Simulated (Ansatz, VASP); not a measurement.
GaN in VASP and in Ansatz

```
Ga N
1.0
     0.00000    2.25350    2.25350
     2.25350    0.00000    2.25350
     2.25350    2.25350    0.00000
Ga N
1 1
Direct
  0.00000 0.00000 0.00000
  0.25000 0.25000 0.25000
```

The cell is a database's computed one.

Alike in both runs: functional r2SCAN-EpsX; k mesh 5 × 5 × 5; occupations fermi-dirac, width 0.05 eV; no spin polarisation.

```csv
,VASP,Ansatz
version,VASP 6.6.1,Ansatz 0.2.0
potentials or method,"VASP PAW PBE potentials, release 64 (Ga_d, N)",Ansatz PAW
plane-wave cutoff (eV),520,500
valence electrons in the cell,18,18
task,band structure,single point
```

|  | VASP | Ansatz | Ansatz less VASP |
| --- | --- | --- | --- |
| gap on the k mesh at the Fermi level (eV) | 3.36 | 3.45 | +0.081 |
| least direct gap on the mesh (eV) | 3.36 | 3.45 | +0.081 |
| pressure (GPa) | -2.8 | -3.9 | -1.13 |

Caveats: the k mesh is coarse (spacing up to 0.48 Å⁻¹), so the values aren't converged, least of all with exact exchange; an unscreened hybrid on a path of extra k points without a Coulomb cutoff has errors near the mesh points, so the bands along the path aren't reliable (VASP); the PAW data sets were made with another functional, which shifts forces and pressure a little (VASP); odd divisions of the mesh miss points on the zone boundary, where band edges often lie, so the gap on the mesh can be too wide (Ansatz); the PAW data sets come from PBE, with cores solved anew for the run's functional, which leaves a small shift of forces and pressure (Ansatz); the thresholds are loose for stress (Ansatz).
